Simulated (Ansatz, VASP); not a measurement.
**One calculation of Sn, two programs**

The input INCAR:

```
PREC = Accurate ; ENCUT = 600
EDIFF = 1E-7 ; ISMEAR = -1
SIGMA = 0.05 ; LREAL = F
LASPH = T ; NELM = 60
ALGO = Normal ; ISIF = 3
LWAVE = F ; LCHARG = F
GGA = PS ; IVDW = 12
IBRION = 2 ; NSW = 80
EDIFFG = -0.01
```

The input KPOINTS:

```
regular mesh
0
Gamma
  7 7 7
```

The input POSCAR:

```
Sn
1.0
    0.0000000000      3.2333428000      3.2333428000
    3.2333428000      0.0000000000      3.2333428000
    3.2333428000      3.2333428000      0.0000000000
Sn
2
Direct
    0.7500000000      0.7500000000      0.7500000000
    0.5000000000      0.5000000000      0.5000000000
```

input.yaml

```yaml
crystal:
  lattice:
    - [0.0, 3.2333428, 3.2333428]
    - [3.2333428, 0.0, 3.2333428]
    - [3.2333428, 3.2333428, 0.0]
  atoms:
    - { symbol: Sn, position: [0.75, 0.75, 0.75] }
    - { symbol: Sn, position: [0.5, 0.5, 0.5] }
kpoints:
  mp_grid: { grid: [7, 7, 7] }
scf:
  occupations: { method: fermi_dirac, width: 0.05 }
hamiltonian:
  xc: pbesol
  dispersion: d3bj
  pseudopotentials: { kind: all_electron, lapw: { basis_error: 0.001 } }
output:
  forces: true
  stress: true
relax:
  f_tol: 0.01
  max_steps: 60
  cell: {}
```

This isn't the form of Sn at room conditions, which is tetragonal (white tin).

Alike in both runs: task relaxation of cell and atoms; functional PBEsol; dispersion D3(BJ); k mesh 7 × 7 × 7; occupations fermi-dirac, width 0.05 eV; no spin polarisation.

|  | VASP | Ansatz |
| --- | --- | --- |
| version | VASP 6.6.1 | Ansatz 0.2.0 |
| potentials or method | VASP PAW PBE potentials, release 64 (Sn_d) | all-electron LAPW, scalar-relativistic |
| plane-wave cutoff (eV) | 600 | see its input |

```tsv
	VASP	Ansatz	Ansatz less VASP
relaxed volume (Å³/atom)	33.87	33.88	+0.005
relaxed cell length with the largest relative difference (Å)	4.576	4.576	+0.0002
```

Ansatz ran all-electron here, so the differences hold the error of VASP's frozen core and of both bases.

Caveats: the PAW data sets were made with another functional, which shifts forces and pressure a little (VASP); pairwise dispersion overbinds metals, which lowers pressure and volume (VASP).
